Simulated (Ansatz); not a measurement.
The system is Al.

```
CELL_PARAMETERS angstrom
0.00000 2.02481 2.02481
2.02481 0.00000 2.02481
2.02481 2.02481 0.00000
ATOMIC_POSITIONS crystal
Al 0.00000 0.00000 0.00000
```

Base run:

```yaml
Program: Ansatz 0.2.0
Functional: PBE
Potentials_or_basis: Ansatz PAW
Cutoff: 300 eV
Density_cutoff: 1200 eV
k_mesh: 11 × 11 × 11
Occupations: fermi-dirac, width 0.05 eV
Spin: no spin polarisation
```

Its results: band gap on the k mesh none (metal or under the smearing width); pressure -0.1 GPa.

Question: After a change of settings the same cell gave: band gap on the k mesh none (metal or under the smearing width); pressure 9.1 GPa. Which change was it?
A. potentials or basis from Ansatz PAW to SPMS NC; cutoff from 300 eV to 381 eV (not typed: the program's choice for these potentials)
B. potentials or basis from Ansatz PAW to Ansatz PAW polarizable; cutoff from 300 eV to 420 eV (not typed: the program's choice for these potentials)
C. functional from PBE to exchange-only PBE; cutoff from 300 eV to 420 eV (not typed: the program's choice for these potentials)
D. cutoff from 300 eV to 420 eV (not typed: the program's choice for these potentials); k mesh from 11 × 11 × 11 to 15 × 15 × 15

Answer: C.

Caveats: the cutoff lies under the one recommended for these potentials (some runs); the PAW data sets come from PBE, with cores solved anew for the run's functional, which leaves a small shift of forces and pressure (some runs).
